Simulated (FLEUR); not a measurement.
## Si2Ni: equation of state with PBEsol

The system is Si2Ni.

```xyz
3
Lattice="0.0000 2.7030 2.7030 2.7030 0.0000 2.7030 2.7030 2.7030 0.0000" Properties=species:S:1:pos:R:3 pbc="T T T"
Ni    0.0000    0.0000    0.0000
Si    4.0545    4.0545    4.0545
Si    1.3515    1.3515    1.3515
```

```
Program                  : FLEUR MaX-R8.1 (later development tree)
Task                     : equation of state
Functional               : PBEsol
Potentials or basis      : all-electron
Basis                    : FLAPW
Kmax                     : 5.27 1/bohr
k mesh                   : 9 × 9 × 9
Occupations              : fermi-dirac, width 0.05 eV
Spin                     : collinear spin, program default start
Gmax                     : 16.3 1/bohr
Muffin-tin radii         : Ni 2.11, Si 1.86 bohr
lmax                     : Ni 9, Si 8
lnonsphr                 : Ni 9, Si 8
Local orbitals a species : Ni 5, Si 4
```

```
Equilibrium volume                      : 13.09 Å³/atom
Bulk modulus                            : 155 GPa
Pressure derivative of the bulk modulus : 3.8
```

Energy against volume, from the lowest point:
```tsv
volume (Å³/atom)	energy (meV/atom)
12.376	20.25
12.639	7.65
12.902	1.08
13.166	0.00
13.429	3.91
13.692	12.35
13.956	24.90
```
